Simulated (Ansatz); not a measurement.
# CdTe: the cost of one run

Computed with Ansatz 0.2.0 (DFT PBE, scalar-relativistic, plane waves, PAW, unless a step's input says otherwise).

The COD entry's cell or inner coordinates are ideal or old and differ from later refinements, so a difference from it is no clean test against experiment.

3 further runs of the same task are left out: 3 set aside as unsound or not needed.

**1. The system as given**

Symmetry: F-43m, No. 216, cubic system. Conventional cell: a = 6.617 Å, b = 6.617 Å, c = 6.617 Å, α = 90.00°, β = 90.00°, γ = 90.00°. Cd (site symmetry -43m) is surrounded by 4 Te at 2.87 Å. Te (site symmetry -43m) is surrounded by 4 Cd at 2.87 Å.

As a file:

```
Cd Te
1.0
     0.00000    3.30869    3.30869
     3.30869    0.00000    3.30869
     3.30869    3.30869    0.00000
Cd Te
1 1
Direct
  0.00000 0.00000 0.00000
  0.25000 0.25000 0.25000
```

This cell was relaxed beforehand with the same method: volume 36.22 Å³/atom, gap on the mesh 0.59 eV.

**2. Next: the linear chain**

A free-standing chain of the crystal's atoms, periodic along c. Atoms and period relax; energies count from the bulk, -7617.6697 eV an atom.

The cell holds 1 Cd, 1 Te: a = 9.000 Å, b = 9.300 Å, c = 5.158 Å, α = 90.00°, β = 90.00°, γ = 90.00°.

**3. The relaxation run**

Pressure and volume refer to the whole cell with its vacuum; only the period along c may change.

input.yaml reads:

```yaml
crystal:
  lattice:
    - [9.0, 0.0, 0.0]
    - [0.0, 9.3, 0.0]
    - [0.0, 0.0, 5.157732035]
  atoms:
    - { symbol: Cd, position: [0.5, 0.5, 0.0], spin: 0.5 }
    - { symbol: Te, position: [0.5, 0.5, 0.5], spin: 0.5 }
basis:
  ecutwfc: 420
kpoints:
  mp_grid: { grid: [1, 1, 13] }
hamiltonian:
  xc: pbe
scf:
  occupations: { method: gaussian, width: 0.05 }
output:
  forces: true
  stress: true
  eigenvalues: true
  populations: true
  write_density: true
  write_potential: true
  elf: true
  volumetric_format: npy
magnetization:
  spin_polarized: true
relax:
  adjacent_minimum: "off"
  f_tol: 0.01
  max_steps: 45
  cell: { fix: [a, b, alpha, beta, gamma], stress_tol: 0.03 }
```

Run with:

```
ansatz run input.yaml --threads 2 --pin off --max-ram 5120MiB --backend cpu --events-out ev --progress --plain --runs-dir out
```

What time and memory should one allow on 2 threads of Intel Xeon Platinum 8259CL at 2.50GHz (Skylake/Cascade Lake), shared host?

About 34 s, with a peak of 0.74 GiB.
